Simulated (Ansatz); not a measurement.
# FeCo3: tests of the settings

One table from this session's results is given with a row withheld; the runs are named, their logs left out.

Computed with Ansatz 0.2.0 (DFT r2SCAN, scalar-relativistic, plane waves, PAW, unless a step's input says otherwise).

1 further run of the same task is left out (set aside as unsound or not needed). Runs told in other sessions of the task aren't counted.

## The structure to begin with

Symmetry: Pm-3m, No. 221, cubic system. Conventional cell: a = 3.536 Å, b = 3.536 Å, c = 3.536 Å, α = 90.00°, β = 90.00°, γ = 90.00°. Fe (site symmetry m-3m) is surrounded by 12 Co at 2.50 Å. Around Co (site symmetry 4/mmm) lie 4 Fe at 2.50 Å and 8 Co at 2.50 Å.

Coordinates:

```cif
data_structure
_symmetry_space_group_name_H-M 'Pm-3m'
_symmetry_Int_Tables_number 221
_cell_length_a 3.5357
_cell_length_b 3.5357
_cell_length_c 3.5357
_cell_angle_alpha 90.000
_cell_angle_beta 90.000
_cell_angle_gamma 90.000
_cell_volume 44.20
loop_
_atom_site_label
_atom_site_type_symbol
_atom_site_symmetry_multiplicity
_atom_site_Wyckoff_symbol
_atom_site_fract_x
_atom_site_fract_y
_atom_site_fract_z
_atom_site_occupancy
Fe1 Fe 1 a 0.00000 0.00000 0.00000 1
Co1 Co 3 c 0.50000 0.50000 0.00000 1
```

The structure comes from the Materials Project (structure only); it is used as listed.

## The base input

Input file input.yaml:

```yaml
crystal:
  lattice:
    - [3.53570262, 0.0, 0.0]
    - [0.0, 3.53570262, 0.0]
    - [0.0, 0.0, 3.53570262]
  atoms:
    - { symbol: Fe, position: [0.0, 0.0, 0.0], spin: 3.22 }
    - { symbol: Co, position: [0.5, 0.5, 0.0], spin: 2.09 }
    - { symbol: Co, position: [0.5, 0.0, 0.5], spin: 2.09 }
    - { symbol: Co, position: [0.0, 0.5, 0.5], spin: 2.09 }
basis:
  ecutwfc: 500
kpoints:
  mp_grid: { grid: [12, 12, 12] }
hamiltonian:
  xc: r2scan
scf:
  occupations: { method: gaussian, width: 0.1 }
output:
  forces: true
  stress: true
  eigenvalues: true
  populations: true
magnetization:
  spin_polarized: true
```

It was run beforehand and gave: -4970.1534 eV/atom at zero smearing, pressure 0.24 GPa, largest force 0.000 eV/Å, no gap on the mesh, site moments Fe +2.92, Co +1.90 (×3) μB, in 21 SCF cycles and 29 s.

The first run:

Input file input.yaml:

```yaml
crystal:
  lattice:
    - [3.53570262, 0.0, 0.0]
    - [0.0, 3.53570262, 0.0]
    - [0.0, 0.0, 3.53570262]
  atoms:
    - { symbol: Fe, position: [0.0, 0.0, 0.0], spin: 3.21 }
    - { symbol: Co, position: [0.5, 0.5, 0.0], spin: 2.09 }
    - { symbol: Co, position: [0.5, 0.0, 0.5], spin: 2.09 }
    - { symbol: Co, position: [0.0, 0.5, 0.5], spin: 2.09 }
basis:
  ecutwfc: 500
  xc_grid: 1
kpoints:
  mp_grid: { grid: [12, 12, 12] }
hamiltonian:
  xc: r2scan
scf:
  occupations: { method: gaussian, width: 0.1 }
output:
  forces: true
  stress: true
  eigenvalues: true
  populations: true
magnetization:
  spin_polarized: true
```

Started as:

```
ansatz run input.yaml --threads 1 --pin off --max-ram 2560MiB --backend cpu --events-out ev --progress --plain --runs-dir out
```

Among the steps run: Level of the exchange-correlation grid set to 1; Level of the exchange-correlation grid set to 2; Level of the exchange-correlation grid set to 3; Level of the exchange-correlation grid: 4.

One of the session's tables, all rows but one given; the rest of the session is left out.

```
level  ΔE (meV/atom)  pressure (GPa)
    1          -0.25            0.30
    2              ?               ?
    3           0.00            0.24
    4           0.00            0.24
```

Estimate the missing values for level = 2.

Worked estimate for «ΔE (meV/atom)». A straight line through the neighbours (1, -0.25) and (3, 0.00) gives -0.25 + (0.00 + 0.25) × (2 − 1) / (3 − 1) = -0.12; a parabola fitted to 3 rows on both sides gives -0.08.

**Answer.** ΔE (meV/atom): -0.01; pressure (GPa): 0.25. In «ΔE (meV/atom)» the line misses by -0.11 and the parabola by -0.07.

Caveats from the session: Other magnetic orders or occupations could lie lower; they were not searched in full. Warnings in the runs' records: stability check not made.
